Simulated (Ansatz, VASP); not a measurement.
# One calculation of Sb, two programs

The input INCAR:

```
SYSTEM = Sb
PREC     = Accurate       ! precision mode
ENCUT    = 520            ! plane-wave cutoff, eV
EDIFF    = 1E-7           ! SCF threshold, eV
ISMEAR   = -1             ! smearing method
SIGMA    = 0.03           ! smearing width, eV
LREAL    = .False.        ! projectors in reciprocal space
LASPH    = .True.         ! aspherical terms in the spheres
NELM     = 60             ! most SCF steps
ALGO     = Normal         ! electronic algorithm
ISIF     = 2              ! what is computed and relaxed
LWAVE    = .False.        ! write WAVECAR
LCHARG   = .False.        ! write CHGCAR
GGA      = PE             ! functional
NBANDS   = 8              ! bands
```

KPOINTS

```
Automatic mesh
0
Gamma
  14 14 14
  0 0 0
```

File POSCAR:

```
Sb
1.0
    0.0000000000      2.3050000000      2.3050000000
    2.3050000000      0.0000000000      2.3050000000
    2.3050000000      2.3050000000      0.0000000000
Sb
1
Direct
    0.0000000000      0.0000000000      0.0000000000
```

Input for Ansatz:

```yaml
crystal:
  lattice:
    - [0.0, 2.305, 2.305]
    - [2.305, 0.0, 2.305]
    - [2.305, 2.305, 0.0]
  atoms:
    - { symbol: Sb, position: [0.0, 0.0, 0.0] }
kpoints:
  mp_grid: { grid: [14, 14, 14] }
  band_path:
    path:
      - [0.0, 0.0, 0.0]
      - [0.5, 0.0, 0.5]
      - [0.625, 0.25, 0.625]
      - [0.375, 0.375, 0.75]
      - [0.0, 0.0, 0.0]
      - [0.5, 0.5, 0.5]
      - [0.5, 0.25, 0.75]
      - [0.5, 0.0, 0.5]
    npoints: 5
scf:
  occupations: { method: fermi_dirac, width: 0.03 }
hamiltonian:
  xc: pbe
  pseudopotentials:
    kind: all_electron
    lapw: { basis_error: 0.00025 }
    relativity: none
output:
  forces: true
  stress: true
  eigenvalues: true
```

Alike in both runs: task single point; functional PBE; k mesh 14 × 14 × 14; occupations fermi-dirac, width 0.03 eV; no spin polarisation.

|  | VASP | Ansatz |
| --- | --- | --- |
| version | VASP 6.6.1 | Ansatz 0.2.0 |
| potentials or method | VASP PAW PBE potentials, release 64 (Sb) | all-electron LAPW, non-relativistic |
| plane-wave cutoff (eV) | 520 | see its input |

Ansatz gave:

| Quantity | Value |
| --- | --- |
| pressure (GPa) | 9.1 |

Task: What did VASP give for the same quantities?

Result: Pressure (GPa): 8.5.

Ansatz ran all-electron here, so the differences hold the error of VASP's frozen core and of both bases.

Spin-orbit coupling is left out, which matters for the levels of Sb.
